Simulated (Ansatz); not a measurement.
# CdO: the cost of one run

Computed with Ansatz 0.2.0 (DFT PBE, scalar-relativistic, plane waves, PAW, unless a step's input says otherwise).

## (1) The structure to begin with

It takes space group Fm-3m (No. 225, cubic). Conventional cell: a = 4.696 Å, b = 4.696 Å, c = 4.696 Å, α = 90.00°, β = 90.00°, γ = 90.00°. Cd (site symmetry m-3m) has 6 O at 2.35 Å as nearest neighbours. O (site symmetry m-3m) is surrounded by 6 Cd at 2.35 Å.

Coordinates:

```cif
data_structure
_symmetry_space_group_name_H-M 'Fm-3m'
_symmetry_Int_Tables_number 225
_cell_length_a 4.6963
_cell_length_b 4.6963
_cell_length_c 4.6963
_cell_angle_alpha 90.000
_cell_angle_beta 90.000
_cell_angle_gamma 90.000
_cell_volume 103.58
loop_
_atom_site_label
_atom_site_type_symbol
_atom_site_symmetry_multiplicity
_atom_site_Wyckoff_symbol
_atom_site_fract_x
_atom_site_fract_y
_atom_site_fract_z
_atom_site_occupancy
Cd1 Cd 4 a 0.00000 0.00000 0.00000 1
O1 O 4 b 0.00000 0.00000 0.50000 1
```

The cell is taken as given, not relaxed at this level.

## (2) Reference: the perfect supercell

The input, input.yaml:

```yaml
crystal:
  lattice:
    - [-4.6963, -4.6963, 0.0]
    - [-4.6963, 0.0, -4.6963]
    - [0.0, -4.6963, -4.6963]
  atoms:
    - { symbol: Cd, position: [0.5, 0.5, 0.5] }
    - { symbol: Cd, position: [0.0, 0.5, 0.5] }
    - { symbol: Cd, position: [0.5, 0.0, 0.5] }
    - { symbol: Cd, position: [0.0, 0.0, 0.5] }
    - { symbol: Cd, position: [0.5, 0.5, 0.0] }
    - { symbol: Cd, position: [0.0, 0.5, 0.0] }
    - { symbol: Cd, position: [0.5, 0.0, 0.0] }
    - { symbol: Cd, position: [0.0, 0.0, 0.0] }
    - { symbol: O, position: [0.25, 0.25, 0.25] }
    - { symbol: O, position: [0.75, 0.25, 0.25] }
    - { symbol: O, position: [0.25, 0.75, 0.25] }
    - { symbol: O, position: [0.75, 0.75, 0.25] }
    - { symbol: O, position: [0.25, 0.25, 0.75] }
    - { symbol: O, position: [0.75, 0.25, 0.75] }
    - { symbol: O, position: [0.25, 0.75, 0.75] }
    - { symbol: O, position: [0.75, 0.75, 0.75] }
  symmetry: { detect: false }
basis:
  ecutwfc: 420
kpoints:
  mp_grid: { grid: [2, 2, 2], shift: [0.5, 0.5, 0.5] }
hamiltonian:
  xc: pbe
scf:
  occupations: { method: gaussian, width: 0.1 }
output:
  forces: true
  stress: true
  eigenvalues: true
```

Command:

```bash
$ ansatz run input.yaml --threads 4 --pin off --max-ram 5120MiB --backend cpu --events-out ev --progress --plain --runs-dir out
```

What time and memory should one allow on 4 threads of AMD EPYC 7R43 (Zen 3), shared host?

About 2.6 s, with a peak of 0.77 GiB.
